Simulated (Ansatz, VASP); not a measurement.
**Two plane-wave programs on CaSe**

The input INCAR:

```
SYSTEM = CaSe
PREC = Accurate
ENCUT = 520
EDIFF = 1E-7
ISMEAR = -1
SIGMA = 0.02
LREAL = .False.
LASPH = .True.
NELM = 100
ALGO = Normal
ISIF = 2
LWAVE = .False.
LCHARG = .False.
GGA = PE
NBANDS = 15
```

KPOINTS

```
regular mesh
0
Gamma
  8 8 8
  0 0 0
```

File POSCAR:

```
CaSe
1.0
    0.0000000000      3.1191761512      2.9182197445
    3.1191761512      0.0000000000      2.9182197445
    3.1191761512      3.1191761512      0.0000000000
Ca Se
1 1
Direct
    0.0000000000      0.0000000000      0.0000000000
    0.5000000000      0.5000000000      0.5000000000
```

Input for Ansatz:

```yaml
crystal:
  lattice:
    - [0.0, 3.1191761512, 2.9182197445]
    - [3.1191761512, 0.0, 2.9182197445]
    - [3.1191761512, 3.1191761512, 0.0]
  atoms:
    - { symbol: Ca, position: [0.0, 0.0, 0.0] }
    - { symbol: Se, position: [0.5, 0.5, 0.5] }
kpoints:
  mp_grid: { grid: [8, 8, 8] }
  band_path:
    path:
      - [0.0, 0.0, 0.0]
      - [0.5, 0.0, 0.5]
      - [0.625, 0.25, 0.625]
      - [0.375, 0.375, 0.75]
      - [0.5, 0.5, 0.5]
      - [0.5, 0.25, 0.75]
    npoints: 1
hamiltonian:
  xc: pbe
scf:
  occupations: { method: fermi_dirac, width: 0.02 }
  n_extra_bands: 4
output:
  forces: true
  stress: true
  eigenvalues: true
```

Change from the starting cell: epitaxial_xy strain +5.1%.

Alike in both runs: task single point; functional PBE; k mesh 8 × 8 × 8; occupations fermi-dirac, width 0.02 eV; no spin polarisation.

|  | VASP | Ansatz |
| --- | --- | --- |
| version | VASP 6.6.1 | Ansatz 0.2.0 |
| potentials or method | VASP PAW PBE potentials, release 64 (Ca_sv, Se) | plane waves, PAW |
| plane-wave cutoff (eV) | 520 | 420 |
| valence electrons in the cell | 16 | 26 |

Ansatz gave:

```
gap on the k mesh at the Fermi level (eV)       : 2.20
pressure (GPa)                                  : -2.5
largest component of the traceless stress (GPa) : 2.98
```

Estimate VASP's values.

gap on the k mesh at the Fermi level (eV): 2.19; pressure (GPa): -2.4; largest component of the traceless stress (GPa): 3.04.

The two sets of potentials don't hold the same shells in valence.

A k mesh can miss the band edges.
